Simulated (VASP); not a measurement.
A run of VASP 6.6.1:

The input INCAR:

```
  ALGO = Normal
  EDIFF = 1E-6
  ENCUT = 520
  GGA = PE
  ISIF = 2
  ISMEAR = -1
  LASPH = True
  LCHARG = False
  LREAL = Auto
  LWAVE = False
  NBANDS = 50
  NELM = 100
  PREC = Accurate
  SIGMA = 0.05
```

File KPOINTS:

```
k-points
0
Gamma
  3 3 3
```

POSCAR

```
Li8F7
1.0
    0.0000000000      3.9860861000      3.9860861000
    3.9860861000      0.0000000000      3.9860861000
    3.9860861000      3.9860861000      0.0000000000
Li F
8 7
Direct
    0.0022981189      0.0011260419     -0.0003250055
    0.0057506284      0.0043291840      0.4962932186
    0.0052156425      0.4981219548      0.0030235172
    0.0053738177      0.4980034174      0.4963584454
    0.4989686500      0.0048039605      0.0028393767
    0.4988113528      0.0047833889      0.4965482306
    0.4987330806      0.4978924063      0.0031060543
    0.5024192779      0.5014835229      0.4994544649
    0.2522317569      0.2511359451      0.2498788222
    0.2518797825      0.2513649918      0.7500476470
    0.2521674080      0.7509930606      0.2499833107
    0.2522951022      0.7511024411      0.7499110468
    0.7521416810      0.2512122104      0.2499031569
    0.7522967203      0.2511020773      0.7497335544
    0.7520758270      0.7512537173      0.2497911422
```

Potentials or basis: VASP PAW PBE potentials, release 64 (Li_sv, F).

Command:

```sh
$ cat potpaw_PBE.64/Li_sv/POTCAR potpaw_PBE.64/F/POTCAR > POTCAR
$ mpirun -np 1 vasp_std > vasp.out
```

Hardware: 1 thread of Intel(R) Xeon(R) Platinum 8488C (Sapphire Rapids), on a shared host.

Q: Estimate the wall time of this run.

A: Wall time 96 s on 1 thread of Intel(R) Xeon(R) Platinum 8488C (Sapphire Rapids), on a shared host, peak memory 0.26 GiB. Counts: scf iterations 14, k points 14.
